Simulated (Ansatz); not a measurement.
Fe, DFT, PBE, all-electron PAW with datasets made for the crystal, scalar-relativistic (Ansatz 0.2.0), run on 1 thread of Intel(R) Xeon(R) Platinum 8488C (Sapphire Rapids) on a shared host.

The cell was built from the fcc type and relaxed in the same program, and has space group Fm-3m; it needn't be a known or the stable phase.

Command: `ansatz run input.yaml --threads 1 --pin off --max-ram 3072MiB --backend cpu --events-out ev --progress --plain --runs-dir out`

```yaml
crystal:
  lattice:
    - [0.0, 1.7413206381, 1.7413206381]
    - [1.7413206381, 0.0, 1.7413206381]
    - [1.7413206381, 1.7413206381, 0.0]
  atoms:
    - { symbol: Fe, position: [0.0, 0.0, 0.0], spin: 3.0 }
magnetization:
  spin_polarized: true
kpoints:
  mp_grid: { grid: [18, 18, 18] }
  band_path:
    path:
      - [0.0, 0.0, 0.0]
      - [0.5, 0.0, 0.5]
      - [0.625, 0.25, 0.625]
      - [0.375, 0.375, 0.75]
      - [0.0, 0.0, 0.0]
      - [0.5, 0.5, 0.5]
      - [0.5, 0.25, 0.75]
      - [0.5, 0.0, 0.5]
    npoints: 8
scf:
  occupations: { method: fermi_dirac, width: 0.05 }
hamiltonian:
  xc: pbe
  pseudopotentials: { kind: all_electron, datasets: crystal }
output:
  forces: true
  stress: true
  eigenvalues: true
  efg: { contact_densities: true }
```

How large is the problem that the program sets up?

195 irreducible k-points, 137 plane waves at Γ, 14 bands.

Estimate the wall time and the peak memory.

35 s of wall time for 10 SCF iterations, with a peak of 0.65 GiB. Times on shared machines scatter by tens of per cent.

And the same cell and mesh by all-electron LAPW, asked for forces, stress, eigenvalues, populations, dos and the same band path, on the same hardware?

44 s, peak memory 0.58 GiB.

And the same cell and mesh by PAW with the default files, asked for forces, stress, eigenvalues, efg, populations, bader, dos, write_density, write_potential, elf and the same band path, on the same hardware?

19 s, peak memory 0.52 GiB.
